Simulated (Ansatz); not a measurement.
# TiSi2: hydrostatic pressure series

Computed with DFT PBEsol, scalar-relativistic, plane waves, PAW in Ansatz. Run with 420 eV cutoff, 10×10×10 k-mesh, Gaussian smearing of 0.10 eV, no spin polarisation.

The relaxed crystal:

```
CELL_PARAMETERS angstrom
0.00000 4.09106 4.24805
2.38088 0.00000 4.24805
2.38088 4.09106 0.00000
ATOMIC_POSITIONS crystal
Ti 0.75000 0.75000 0.75000
Ti 0.50000 0.50000 0.50000
Si 0.08617 0.41383 0.08617
Si 0.41383 0.08617 0.41383
Si 0.16383 0.83617 0.16383
Si 0.83617 0.16383 0.83617
```

Cell and atoms are relaxed at each pressure within the symmetry of the start, at zero temperature, so transitions that lower the symmetry aren't seen. The k-mesh given is that at zero pressure and may differ at others. a, b and c are the lengths of the cell vectors above.

| P (GPa) | V (Å³/atom) | V/V0 | a (Å) | b (Å) | c (Å) |
| --- | --- | --- | --- | --- | --- |
| -3 | 14.08 | 1.021 | 5.938 | 4.898 | 4.772 |
| 0 | 13.79 | 1.000 | 5.898 | 4.870 | 4.733 |
| 3 | 13.53 | 0.981 | 5.861 | 4.844 | 4.699 |
| 8 | 13.15 | 0.953 | 5.807 | 4.805 | 4.648 |
| 15 | 12.69 | 0.920 | 5.741 | 4.756 | 4.587 |
| 30 | 11.92 | 0.864 | 5.624 | 4.670 | 4.481 |
| 60 | 10.85 | 0.787 | 5.453 | 4.541 | 4.329 |

Task: What bulk modulus and pressure derivative fit these points?

Result: A third-order Birch–Murnaghan fit gives B0 = 152 GPa and B0' = 4.2.

Task: Which cell vector or vectors give way most up to 60 GPa?

Result: c: the changes are a -7.5 %, b -6.7 %, c -8.5 %.